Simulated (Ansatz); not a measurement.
# SiNi (P2_13) in Ansatz: band structure with BLYP

Aim: the band structure of SiNi with BLYP.

Everything below comes from runs of Ansatz 0.2.0. Logs are shortened: lines on timing, memory, paths and dates and some standing lists are left out, and cuts for length are marked.

**1. The crystal as given**

The structure is cubic, space group P2_13 (No. 198). Conventional cell: a = 4.504 Å, b = 4.504 Å, c = 4.504 Å, α = 90.00°, β = 90.00°, γ = 90.00°. Around Ni (site symmetry 3) lie 7 Si at 2.36 to 2.44 Å. Si (site symmetry 3) is surrounded by 7 Ni at 2.36 to 2.44 Å.

The cell is a database's computed one.

**2. Band structure, BLYP, collinear spin, ferromagnetic start**

input.yaml

```yaml
crystal:
  lattice:
    - [4.503694, 0.0, 0.0]
    - [0.0, 4.503694, 0.0]
    - [0.0, 0.0, 4.503694]
  atoms:
    - { symbol: Ni, position: [0.149504, 0.149504, 0.149504], spin: 1.0 }
    - { symbol: Ni, position: [0.649504, 0.350496, 0.850496], spin: 1.0 }
    - { symbol: Ni, position: [0.850496, 0.649504, 0.350496], spin: 1.0 }
    - { symbol: Ni, position: [0.350496, 0.850496, 0.649504], spin: 1.0 }
    - { symbol: Si, position: [0.84683, 0.84683, 0.84683] }
    - { symbol: Si, position: [0.34683, 0.65317, 0.15317] }
    - { symbol: Si, position: [0.15317, 0.34683, 0.65317] }
    - { symbol: Si, position: [0.65317, 0.15317, 0.34683] }
hamiltonian:
  xc: blyp
  pseudopotentials: { kind: paw }
magnetization:
  spin_polarized: true
kpoints:
  mp_grid: { grid: [6, 6, 6] }
  band_path:
    path:
      - [[0.0, 0.0, 0.0], [0.0, 0.5, 0.0], [0.5, 0.5, 0.0], [0.0, 0.0, 0.0], [0.5, 0.5, 0.5], [0.0, 0.5, 0.0]]
      - [[0.5, 0.5, 0.0], [0.5, 0.5, 0.5]]
    npoints: 10
scf:
  occupations: { method: fermi_dirac, width: 0.05 }
  n_extra_bands: 20
output:
  forces: true
  stress: true
  eigenvalues: true
  fatbands: true
```

Potentials or basis: Ansatz PAW.

Launch:

```bash
$ ansatz run input.yaml --threads 4 --pin off --max-ram 11264MiB --backend cpu --events-out ev --progress --plain --runs-dir out
```

Standard output:

```text
Warning: RAYON_NUM_THREADS=4 ignored (pool sized by the plan → 4); use --threads N
scf.n_extra_bands = 20 over 44 filled bands (N_el = 88.0): the run solves 64 bands
Engine: ansatz 0.2.0, aarch64-unknown-linux-gnu
Pseudopotentials: kind: paw
Pseudopotential: Ni, paw, valence charge 18, recommended cutoff 420 eV (normal), Ni.paw.azcp
Pseudopotential: Si, paw, valence charge 4, recommended cutoff 420 eV (normal), Si.paw.azcp
Functional definition: BLYP
  parameter beta = 0.0042
  parameter a = 0.04918
  parameter b = 0.132
  parameter c = 0.2533
  parameter d = 0.349
  exchange = b88_x(beta = beta)
  correlation = lyp_c(a = a, b = b, c = c, d = d)
Crystal: 8 atoms, lattice volume = 91.350 Å³
Basis set: ecut = 420 eV, 1791 PW (Γ), exchange–correlation on 64×64×64 points (8 copies of the dense FFT grid, shifted against one another)
Bands: 64, of which v1, the nominal top of the filled ones, is band 44 counted from 1 (43 counted from 0)
Symmetry: 12 space group operations
Space group: P213 (ITA 198), of the structure as read, at distance tolerance 4.5e-5 Å
Magnetic group: BNS 198.9 (UNI 1511), of the structure as read, at distance tolerance 4.5e-5 Å
k-points: 24 of 216 (time reversal used)
Non-local potential: Ni, projectors of the file, l = 0: 3, l = 1: 2, l = 2: 3, l = 3: 1
Non-local potential: Si, projectors of the file, l = 0: 2, l = 1: 2, l = 2: 2
PAW form: soft (Blöchl's): semilocal exchange-correlation on the pseudo side does not see the compensation charge
PAW frozen core: Ni, regenerated for the run's functional, and the local potential with it (the file was generated under x = pbe(κ = 0.804, μ = 0.2195149727645171), c = pbe(β = 0.06672455060314922))
PAW frozen core: Si, regenerated for the run's functional, and the local potential with it (the file was generated under x = pbe(κ = 0.804, μ = 0.2195149727645171), c = pbe(β = 0.06672455060314922))
PAW one-centre angular grid: Ni, 590 points (default); XC on 64 Gauss nodes
PAW one-centre angular grid: Si, 110 points (default); XC on 64 Gauss nodes
Initial density: superposition of atomic densities (chi_scale 0.1, normalization cell)
Starting moments: Σ|m| = 4 μB on 4 of 8 sites
Initial wavefunctions: pseudopotential atomic-orbital guess
Functional: x = b88, c = lyp
iter 1 solved again at ethr=1.56e-3 eV; its pass at ethr=3.10e-3 eV (dr2=1.37e0 eV) is discarded
SCF iter   1: F=—  HF=-25944.387878 eV  |F-HF|=—  |Δ(HF+E_count)|=         —  Δρ=1.04e-1 (↑1.04e-1 ↓6.57e-2)  dr2=1.40e0  dr2_m=5.78e0  M=0.443 μB ∫|m|=0.638 μB  β_m=0.30  ethr=1.56e-3  ⟨swp⟩=2.7  Hψ=15647  notcnv=0
Mixer restart at iter 1: flushing history
preconditioner: auto → Kerker (q_TF=auto, 2.711 Å⁻¹)  [metal: Δε(μ)=0.003 eV  Ē_g=9.859 eV  σ=0.050 eV  W_gap=0.02  n_scr=26 (ndim 8)  ℏωp=29.1 eV  f_vac=0.000  D(μ)=4.27/eV (n_scr^D=32)]
spin=Collinear: Kerker preconditioning applied to the charge; magnetization (m = ρ↑ − ρ↓) channel mixes plain (no charge-response kernel on spin).
SCF iter   2: F=—  HF=-25945.142317 eV  |F-HF|=—  |Δ(HF+E_count)|=   7.54e-1  Δρ=8.50e-2 (↑4.67e-2 ↓8.50e-2)  dr2=1.67e0  dr2_m=3.49e0  M=0.245 μB ∫|m|=0.409 μB  β_m=0.58  ethr=1.56e-3  ⟨swp⟩=2.5  Hψ=5005  notcnv=0  defer=16
SCF iter   3: F=—  HF=-25949.847959 eV  |F-HF|=—  |Δ(HF+E_count)|=    4.71e0  Δρ=4.64e-2 (↑2.33e-2 ↓4.64e-2)  dr2=1.07e0  dr2_m=9.43e-1  M=0.100 μB ∫|m|=0.208 μB  β_m=0.79  ethr=1.56e-3  ⟨swp⟩=2.2  Hψ=4968  notcnv=0  defer=551
SCF iter   4: F=—  HF=-25952.007177 eV  |F-HF|=—  |Δ(HF+E_count)|=    2.16e0  Δρ=2.48e-2 (↑2.40e-2 ↓2.48e-2)  dr2=1.81e0  dr2_m=2.75e-4  M=0.002 μB ∫|m|=0.017 μB  β_m=0.74  ethr=1.21e-3  ⟨swp⟩=2.7  Hψ=4799  notcnv=0  defer=554
SCF iter   5: F=—  HF=-25951.668327 eV  |F-HF|=—  |Δ(HF+E_count)|=   3.39e-1  Δρ=6.56e-3 (↑6.56e-3 ↓3.08e-3)  dr2=3.52e-2  dr2_m=3.43e-3  M=0.007 μB ∫|m|=0.017 μB  β_m=0.87  ethr=1.21e-3  ⟨swp⟩=2.1  Hψ=4490  notcnv=0  defer=571
SCF iter   6: F=—  HF=-25951.665314 eV  |F-HF|=—  |Δ(HF+E_count)|=   3.01e-3  Δρ=4.49e-3 (↑9.25e-4 ↓4.49e-3)  dr2=1.80e-2  dr2_m=3.09e-3  M=-0.006 μB ∫|m|=0.012 μB  β_m=0.94  ethr=4.00e-5  ⟨swp⟩=2.5  Hψ=4724  notcnv=0  defer=571
SCF iter   7: F=—  HF=-25951.670138 eV  |F-HF|=—  |Δ(HF+E_count)|=   4.82e-3  Δρ=7.03e-4 (↑7.03e-4 ↓6.17e-4)  dr2=1.20e-3  dr2_m=1.83e-6  M=-0.000 μB ∫|m|=0.001 μB  β_m=0.97  ethr=2.04e-5  ⟨swp⟩=2.0  Hψ=4426  notcnv=0  defer=571
SCF iter   8: F=—  HF=-25951.670052 eV  |F-HF|=—  |Δ(HF+E_count)|=   8.62e-5  Δρ=6.77e-5 (↑6.37e-5 ↓6.77e-5)  dr2=1.35e-5  dr2_m=1.07e-8  M=0.000 μB ∫|m|=0.000 μB  β_m=0.98  ethr=1.37e-6  ⟨swp⟩=2.5  Hψ=4345  notcnv=0  defer=571
SCF iter   9: F=—  HF=-25951.670062 eV  |F-HF|=—  |Δ(HF+E_count)|=   1.01e-5  Δρ=4.79e-5 (↑4.27e-5 ↓4.79e-5)  dr2=5.65e-6  dr2_m=7.17e-9  M=-0.000 μB ∫|m|=0.000 μB  β_m=0.99  ethr=1.53e-8  ⟨swp⟩=1.2  Hψ=3256  notcnv=0  defer=571
SCF iter  10: F=—  HF=-25951.670061 eV  |F-HF|=—  |Δ(HF+E_count)|=   6.85e-7  Δρ=6.60e-6 (↑6.60e-6 ↓5.69e-6)  dr2=1.08e-7  dr2_m=2.07e-10  M=-0.000 μB ∫|m|=0.000 μB  β_m=0.95  ethr=6.42e-9  ⟨swp⟩=2.7  Hψ=4319  notcnv=0  defer=571
SCF iter  11: F=—  HF=-25951.670061 eV  |F-HF|=—  |Δ(HF+E_count)|=   6.41e-9  Δρ=4.57e-6 (↑4.57e-6 ↓4.25e-6)  dr2=5.29e-8  dr2_m=2.21e-11  M=-0.000 μB ∫|m|=0.000 μB  β_m=0.98  ethr=1.23e-10  ⟨swp⟩=1.7  Hψ=3509  notcnv=0  defer=571
SCF iter  12: F=-25951.670061 eV  HF=-25951.670061 eV  |F-HF|=8.73e-11  |Δ(HF+E_count)|=   5.28e-9  Δρ=1.94e-7 (↑1.79e-7 ↓1.94e-7)  dr2=7.20e-11  dr2_m=1.11e-13  M=0.000 μB ∫|m|=0.000 μB  ethr=6.01e-11  ⟨swp⟩=8.2  Hψ=14595  notcnv=0
SCF 1 converged in 12 iterations: F = -25951.670061 eV  dr2 = 7.20e-11
WARN: the starting moments were not kept: the SCF closed with an absolute magnetisation of 2.9e-7 μB, where they sum to 4 μB in size (4 sites). That is at most 0.1 of that sum. Measured as dr2_m measures the in/out step, that magnetisation stands 3.7e-14 eV from none, at or under the dr2_threshold of 1.0e-7 eV: it is no larger than a step whose dr2_m would equal this threshold. The system may hold no moment; this SCF shows only that its start led to no more than that. To try another start: raise the starting moments (crystal.atoms[].spin, magnetization.per_species, magnetization.initial_magnetization, or on a non-collinear deck that types none of these the spinor_matrix: blocks that start its atoms; where the total moment is fixed, keep their sum and leave initial_magnetization as it is; typed ones take the place of any that the run laid by itself, positive ones on a crystal's lanthanoids without a Hubbard term where scf.initial_density.shell_occupations: [] is typed) or, if the notice of its spin-set hold's release reads "site moments contracting" or "site moments show no strong build", lengthen the hold (scf.mixing.spin_hold: { on: { confirm: 4 } }; for m-r²SCAN on two components see the key's manual first). Each may lead to a state that holds a moment. A second SCF, from the converged charge density, with the starting moments and any scf.initial_density.shell_occupations laid on it anew, would have followed, and was not run: the deck does not ask for one (magnetization.retry_lost_moments is false, the default). To let it run, set magnetization.retry_lost_moments: true and run the deck again, where that key's refused combinations let it; where memory then withholds it, that run's warning says so.
NSCF: frozen V_eff on 62 k-points
SCF converged after 12 iterations
Magnetization: 0.0000 μB (44.0000 up, 44.0000 down)
Absolute magnetization: 0.0000 μB (∫|ρ↑−ρ↓|, with the PAW one-centre terms)
Spin contamination: 0.0000 ħ² per cell (⟨S²⟩ above its minimum at these occupations)
Per-site moments (μB) at R_I (Å): [(5.105803274026372e-8, 0.973931856589587), (5.105803287848594e-8, 0.973931856589587), (5.10580330609959e-8, 0.973931856589587), (5.1058032748420124e-8, 0.973931856589587), (-5.206357389890327e-10, 0.973931856589587), (-5.206358343507893e-10, 0.973931856589587), (-5.206358352531121e-10, 0.973931856589587), (-5.206356949912116e-10, 0.973931856589587)]
Free energy (F): -25951.670061 eV
Harris-Foulkes:  -25951.670061 eV  (|F-HF|=8.73e-11)
Internal energy: -25951.646683 eV  (E = F + TS)
E sigma→0 (E₀):  -25951.658372 eV
Entropy (-TS):   -0.023378 eV (-2.922 meV/atom)
Fermi energy:    16.870061 eV
--- Per-component energies (eV) ---
  E_band       = -1140.007770
  E_kinetic    = 1321.070354
  E_local      = -17337.956560  (includes V_loc(G=0)·N_el)
  E_nonlocal   = 2637.329583
  E_hartree    = 7494.130020
  E_xc         = -557.334380
  E_vxc        = -621.052918  (∫ρ·V_xc dr)
  E_paw        = -8643.690051  (= ΣΔE_a)
  E_vpaw       = -2127.659327  (= ΣTr[D̂ρ^β])
  E_aug_tail   = 0.002015  (compensation charges beyond the density's cutoff)
  E_ewald      = -10865.270803
  E_core_change = 0.073140  (= ΣΔE_core)
  E_smearing   = -0.023378  (= −TS)
  E_closure    = 0.000000  (closes the sum)
  Σ components = -25951.670061   (vs F -25951.670061, Δ=0.00e0)
--- Forces (eV/Å), atoms counted from 1 ---
  atom   1  Ni     0.00665089     0.00665089     0.00665089
  atom   2  Ni     0.00665089    -0.00665089    -0.00665089
  atom   3  Ni    -0.00665089     0.00665089    -0.00665089
  atom   4  Ni    -0.00665089    -0.00665089     0.00665089
  atom   5  Si    -0.03804480    -0.03804480    -0.03804480
  atom   6  Si    -0.03804480     0.03804480     0.03804480
  atom   7  Si     0.03804480    -0.03804480     0.03804480
  atom   8  Si     0.03804480     0.03804480    -0.03804480
  max |Σ_I F_I| component: 1.46e-16 eV/Å
--- Stress (GPa, compression-positive) ---
       10.960726       0.000000      -0.000000
        0.000000      10.960726       0.000000
       -0.000000       0.000000      10.960726
  P = ⅓ Tr σ = 10.9607 GPa (109.607 kbar)
--- Band table (eV; the first three rows and the last of 48) ---
  k-point 0 ↑: bands = ["-87.0598", "-87.0548", "-87.0548", "-87.0548", "-47.6732", "-47.6732", "-47.6732", "-47.6540", "-47.5389", "-47.5389", "-47.5389", "-47.5206", "-47.5206", "-47.5134", "-47.5134", "-47.5134", "2.7862", "8.1327", "8.1327", "8.1327", "10.7295", "10.7295", "10.7295", "12.2867", "12.2867", "12.2867", "12.8641", "12.9092", "12.9092", "13.2258", "13.2258", "13.2258", "13.6005", "13.6005", "13.6005", "14.5856", "14.5856", "14.5856", "14.6569", "14.6569", "15.2973", "15.2973", "15.2973", "17.8425", "17.8425", "17.8425", "18.3071", "18.3071", "18.9551", "18.9551", "18.9551", "20.4191", "21.5060", "21.5060", "21.5060", "24.2291", "24.2291", "24.2291", "24.4536", "25.5955", "25.5955", "25.5955", "26.1446", "30.5811"]
  k-point 1 ↑: bands = ["-87.0595", "-87.0556", "-87.0547", "-87.0543", "-47.6752", "-47.6736", "-47.6699", "-47.6549", "-47.5426", "-47.5401", "-47.5338", "-47.5203", "-47.5193", "-47.5147", "-47.5144", "-47.5127", "2.9844", "7.0503", "8.2640", "8.8079", "10.2826", "10.8338", "11.4299", "11.6373", "11.9798", "12.7161", "12.8742", "12.9381", "13.1154", "13.1486", "13.2355", "13.2463", "13.5224", "13.5563", "13.8030", "14.4112", "14.4461", "14.6146", "14.6764", "14.7808", "15.1379", "15.2267", "15.8136", "17.1055", "17.2755", "17.5637", "17.7694", "18.7054", "19.2311", "19.2803", "19.7258", "20.6276", "21.0829", "22.3275", "22.7035", "22.9251", "23.1753", "23.8573", "24.4830", "26.0374", "26.9653", "27.0960", "27.3204", "28.7053"]
  k-point 2 ↑: bands = ["-87.0588", "-87.0567", "-87.0545", "-87.0542", "-47.6758", "-47.6745", "-47.6658", "-47.6576", "-47.5445", "-47.5426", "-47.5280", "-47.5198", "-47.5172", "-47.5166", "-47.5163", "-47.5129", "3.5692", "5.7264", "8.6327", "9.2537", "10.2280", "10.9277", "11.0661", "11.5412", "12.1333", "12.3567", "12.8936", "13.0098", "13.2027", "13.2276", "13.3033", "13.3085", "13.4836", "13.6366", "13.8467", "14.1029", "14.4036", "14.5234", "14.7372", "14.7499", "15.0393", "15.0805", "16.2479", "16.7037", "16.7871", "16.8807", "18.1845", "19.1921", "19.6108", "19.6736", "20.2623", "21.0657", "21.0934", "21.7210", "21.9544", "22.8934", "24.0544", "24.8369", "25.0455", "26.0374", "27.0481", "28.4092", "28.9810", "29.2127"]
  k-point 23 ↓: bands = ["-87.0560", "-87.0560", "-87.0560", "-87.0560", "-47.6687", "-47.6687", "-47.6687", "-47.6687", "-47.5369", "-47.5369", "-47.5369", "-47.5369", "-47.5124", "-47.5124", "-47.5124", "-47.5124", "6.8928", "6.8928", "6.8928", "6.8928", "9.3313", "9.3313", "9.3313", "9.3313", "12.8773", "12.8773", "12.8773", "12.8773", "13.1041", "13.1041", "13.1041", "13.1041", "14.2653", "14.2653", "14.2653", "14.2653", "14.2744", "14.2744", "14.2744", "14.2744", "15.1210", "15.1210", "15.1210", "15.1210", "20.9913", "20.9913", "20.9913", "20.9913", "21.4067", "21.4067", "21.4067", "21.4067", "23.5586", "23.5586", "23.5586", "23.5586", "24.8109", "24.8109", "24.8109", "24.8109", "24.9360", "24.9360", "24.9360", "24.9360"]
```

It took 37 s on 4 threads of Arm Neoverse V1, shared host; peak memory 0.67 GiB.

What came out:

- Free energy: -25951.6701 eV
- Pressure: 11.0 GPa
- Largest force: 0.066 eV/Å
- Band gap on the k mesh: none (metal or under the smearing width)
- Net moment: 0.00 μB per cell
- Absolute moment: 0.00 μB per cell

Forces on the atoms (eV/Å):
```
Ni   0.007  0.007  0.007
Ni   0.007 -0.007 -0.007
Ni  -0.007  0.007 -0.007
Ni  -0.007 -0.007  0.007
Si  -0.038 -0.038 -0.038
Si  -0.038  0.038  0.038
Si   0.038 -0.038  0.038
Si   0.038  0.038 -0.038
```

Levels at the corners of the path, in eV from the Fermi level:
Spin up:
| point | band 40 | band 41 | band 42 | band 43 | band 44 | band 45 | band 46 | band 47 | band 48 | band 49 |
| --- | --- | --- | --- | --- | --- | --- | --- | --- | --- | --- |
| Γ | -2.21 | -1.57 | -1.57 | -1.57 | 0.97 | 0.97 | 0.97 | 1.44 | 1.44 | 2.09 |
| X | -2.09 | -1.94 | -1.94 | -0.56 | -0.56 | -0.19 | -0.19 | 2.75 | 2.75 | 2.93 |
| M | -2.37 | -1.46 | -1.46 | -0.94 | -0.94 | 0.35 | 0.35 | 0.91 | 0.91 | 3.98 |
| Γ | -2.21 | -1.57 | -1.57 | -1.57 | 0.97 | 0.97 | 0.97 | 1.44 | 1.44 | 2.09 |
| R | -2.60 | -1.75 | -1.75 | -1.75 | -1.75 | 4.12 | 4.12 | 4.12 | 4.12 | 4.54 |
| X | -2.09 | -1.94 | -1.94 | -0.56 | -0.56 | -0.19 | -0.19 | 2.75 | 2.75 | 2.93 |
| M | -2.37 | -1.46 | -1.46 | -0.94 | -0.94 | 0.35 | 0.35 | 0.91 | 0.91 | 3.98 |
| R | -2.60 | -1.75 | -1.75 | -1.75 | -1.75 | 4.12 | 4.12 | 4.12 | 4.12 | 4.54 |
Spin down:
| point | band 40 | band 41 | band 42 | band 43 | band 44 | band 45 | band 46 | band 47 | band 48 | band 49 |
| --- | --- | --- | --- | --- | --- | --- | --- | --- | --- | --- |
| Γ | -2.21 | -1.57 | -1.57 | -1.57 | 0.97 | 0.97 | 0.97 | 1.44 | 1.44 | 2.09 |
| X | -2.09 | -1.94 | -1.94 | -0.56 | -0.56 | -0.19 | -0.19 | 2.75 | 2.75 | 2.93 |
| M | -2.37 | -1.46 | -1.46 | -0.94 | -0.94 | 0.35 | 0.35 | 0.91 | 0.91 | 3.98 |
| Γ | -2.21 | -1.57 | -1.57 | -1.57 | 0.97 | 0.97 | 0.97 | 1.44 | 1.44 | 2.09 |
| R | -2.60 | -1.75 | -1.75 | -1.75 | -1.75 | 4.12 | 4.12 | 4.12 | 4.12 | 4.54 |
| X | -2.09 | -1.94 | -1.94 | -0.56 | -0.56 | -0.19 | -0.19 | 2.75 | 2.75 | 2.93 |
| M | -2.37 | -1.46 | -1.46 | -0.94 | -0.94 | 0.35 | 0.35 | 0.91 | 0.91 | 3.98 |
| R | -2.60 | -1.75 | -1.75 | -1.75 | -1.75 | 4.12 | 4.12 | 4.12 | 4.12 | 4.54 |

Caveat: the PAW data sets come from PBE, with cores solved anew for the run's functional, which leaves a small shift of forces and pressure; the starting moments weren't kept.
